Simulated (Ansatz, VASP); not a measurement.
## One calculation of CdS (Greenockite), two programs

```xyz
4
Lattice="4.1500 0.0000 0.0000 -2.0750 3.5940 0.0000 0.0000 0.0000 6.7370" Properties=species:S:1:pos:R:3 pbc="T T T"
Cd    2.0750    1.1980    3.3685
Cd    0.0000    2.3960    0.0000
S     2.0750    1.1980    5.8949
S     0.0000    2.3960    2.5264
```

Alike in both runs: task relaxation of cell and atoms; functional LDA; k mesh 7 × 7 × 4; occupations fermi-dirac, width 0.05 eV; no spin polarisation.

|  | VASP | Ansatz |
| --- | --- | --- |
| version | VASP 6.6.1 | Ansatz 0.2.0 |
| potentials or method | VASP PAW LDA potentials, release 64 (Cd, S) | Ansatz PAW |
| plane-wave cutoff (eV) | 600 | 420 |
| valence electrons in the cell | 36 | 52 |

```tsv
	VASP	Ansatz	Ansatz less VASP
gap on the k mesh at the Fermi level, each at its own relaxed structure (eV)	1.04	1.03	-0.012
relaxed volume (Å³/atom)	24.03	23.86	-0.174
relaxed cell length with the largest relative difference (Å)	6.658	6.639	-0.0191
energy change over the relaxation (meV/atom)	-10	-13	-3.4
```

The two sets of potentials don't hold the same shells in valence.

Caveats: odd divisions of the mesh miss points on the zone boundary, where band edges often lie, so the gap on the mesh can be too wide (Ansatz); the plane-wave basis is chosen anew once the cell has moved, so the energies of steps on either side of that aren't comparable (Ansatz); the PAW data sets come from PBE, with cores solved anew for the run's functional, which leaves a small shift of forces and pressure (Ansatz). LDA usually gives volumes a few per cent too small. Zero-point motion and thermal expansion aren't in these numbers.
